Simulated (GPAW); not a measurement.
**ZnS (Wurtzite-2H) in GPAW: the effect of volume scale**

Crystal: ZnS (Wurtzite-2H).

```
Zn S
1.0
     3.88574    0.00000    0.00000
    -1.94287    3.36515    0.00000
     0.00000    0.00000    6.35627
Zn S
2 2
Direct
  0.66667 0.33333 0.50000
  0.33333 0.66667 0.00000
  0.66667 0.33333 0.88500
  0.33333 0.66667 0.38500
```

Alike in all runs:

```yaml
Program: GPAW 26.7.0
Task: dielectric tensor
Functional: PBE
Potentials_or_basis: GPAW PAW data sets (gpaw-data 1.2.1)
Cutoff: 400 eV
Basis: pw
k_mesh: 7 × 7 × 4
Occupations: fermi-dirac, width 0.001 eV
Spin: no spin polarisation
```

| volume scale | gap on the mesh (eV) | dielectric constant (mean) |
| --- | --- | --- |
| 1.06 | 1.97 | 5.54 |
| 0.94 | 2.53 | 5.53 |
| 0.96 | ? | ? |

Task: What does the run with volume scale 0.96 give?

Result: gap on the mesh 2.44 eV; dielectric constant 5.52 mean.

Caveats: the long-wavelength limit can be off by several per cent where d states take part.

A k mesh can miss the band edges.
